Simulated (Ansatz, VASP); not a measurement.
Given: the input of a run of Ansatz 0.2.0 on Pt.

Contents of input.yaml:

```yaml
crystal:
  lattice:
    - [0.0, 1.9343981026, 1.9343981026]
    - [1.9343981026, 0.0, 1.9343981026]
    - [1.9343981026, 1.9343981026, 0.0]
  atoms:
    - { symbol: Pt, position: [0.0, 0.0, 0.0] }
kpoints:
  mp_grid: { grid: [12, 12, 12] }
scf:
  occupations: { method: fermi_dirac, width: 0.05 }
hamiltonian:
  xc: pbesol
  pseudopotentials: { kind: all_electron, lapw: { basis_error: 0.0005 } }
output:
  forces: true
  stress: true
  eigenvalues: true
```

Potentials or basis: all-electron LAPW, scalar-relativistic.

Run with:

```bash
$ ansatz run input.yaml --threads 1 --pin off --max-ram 3072MiB --backend cpu --events-out ev --progress --plain --runs-dir out
```

Set up the same calculation for VASP 6.6.1. Potentials there: VASP PAW PBE potentials, release 64 (Pt).

As run (the cutoff follows the program's own potentials):

Contents of INCAR:

```
PREC = Accurate ; ENCUT = 520
EDIFF = 1E-7 ; ISMEAR = -1
SIGMA = 0.05 ; LREAL = F
LASPH = T ; NELM = 80
ALGO = Normal ; ISIF = 2
LWAVE = F ; LCHARG = F
GGA = PS ; NBANDS = 11
```

Contents of KPOINTS:

```
regular mesh
0
Gamma
  12 12 12
```

Contents of POSCAR:

```
Pt
1.0
    0.0000000000      1.9343981026      1.9343981026
    1.9343981026      0.0000000000      1.9343981026
    1.9343981026      1.9343981026      0.0000000000
Pt
1
Direct
    0.0000000000      0.0000000000      0.0000000000
```

Potentials or basis: VASP PAW PBE potentials, release 64 (Pt).

Launch:

```console
$ cat potpaw_PBE.64/Pt/POTCAR > POTCAR
$ mpirun -np 1 vasp_std > vasp.out
```

Both were run:

|  | VASP | Ansatz | Ansatz less VASP |
| --- | --- | --- | --- |
| gap on the k mesh at the Fermi level (eV) | none | none | - |
| pressure (GPa) | 11.9 | 12.2 | +0.36 |

A gap of «none» marks a metal or a gap that the smearing closes. Ansatz ran all-electron here, so the differences hold the error of VASP's frozen core and of both bases.

Caveats: the PAW data sets were made with another functional, which shifts forces and pressure a little (VASP). Spin-orbit coupling is left out, which matters for the levels of Pt.
